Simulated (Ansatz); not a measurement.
Levels of theory for TiO2 (cubic fluorite sites, Fm-3m)

All numbers come from Ansatz. All values are calculated for a non-magnetic cell, which may be hypothetical.

A 3-atom cell of TiO2 built on the cubic fluorite structure (relaxed group Fm-3m), relaxed with r2SCAN. Space group Fm-3m (No. 225), cubic; conventional cell a = 4.794 Å, 9.18 Å³ an atom. Ti is surrounded by 8 O at 2.08 Å; O is surrounded by 4 Ti at 2.08 Å.

Relaxed lattice by functional, symmetry kept:
```
functional  k mesh  a (Å)  volume (Å³/atom)
       PBE   8×8×8  4.830              9.39
    r2SCAN   8×8×8  4.794              9.18
    PBEsol   8×8×8  4.777              9.09
```

Band edges at fixed r2SCAN geometry:
```json
{"level": "PBE", "k mesh": "10×10×10", "gap (eV)": "1.14", "kind": "indirect", "edges": "X → Γ", "least direct gap (eV)": "1.85"}
{"level": "r2SCAN", "k mesh": "10×10×10", "gap (eV)": "1.51", "kind": "indirect", "edges": "X → Γ", "least direct gap (eV)": "2.21"}
{"level": "HSE06", "k mesh": "6×6×6", "gap (eV)": "2.63", "kind": "indirect", "edges": "X → Γ", "least direct gap (eV)": "3.35"}
{"level": "PBE0", "k mesh": "6×6×6", "gap (eV)": "3.35", "kind": "indirect", "edges": "X → Γ", "least direct gap (eV)": "4.09"}
{"level": "G0W0@PBE (82 empty bands, 120 eV, 6×6×6)", "k mesh": "6×6×6", "gap (eV)": "2.23", "kind": "–", "edges": "X → Γ (mesh)", "least direct gap (eV)": "–"}
```
PBE: smearing of 0.02 eV; the others have fixed occupations.
Wave cutoffs: 420 eV, 500 eV (r2SCAN).
The G0W0 gap is PBE's gap over the path plus the quasiparticle shift read on the mesh. G0W0 here is at a finite number of bands, screening cutoff and k mesh, not at the basis limit.

With HSE06 the valence top lies at X and the conduction bottom at Γ, 2.63 eV higher; the smallest vertical gap, at X, is 3.35 eV.

Taking G0W0@PBE (82 empty bands, 120 eV, 6×6×6), 2.23 eV, as the yardstick (a computed one, not at the basis limit), HSE06 comes nearest, +0.40 eV off. The others: r2SCAN -0.72, PBE -1.09, PBE0 +1.12 eV. The yardstick's own error is a tenth of an eV or more. r2SCAN covers 24 % of the step from PBE to HSE06. Among these functionals the gap stays indirect.

r2SCAN (ground state on 8×8×8): The clamped-ion dielectric constant comes out as 8.83 in all directions. Born charges, averaged over directions: Ti +6.44, O -3.22 e.

The meshes of the hybrids are coarse, so their gaps aren't converged to the digits shown.
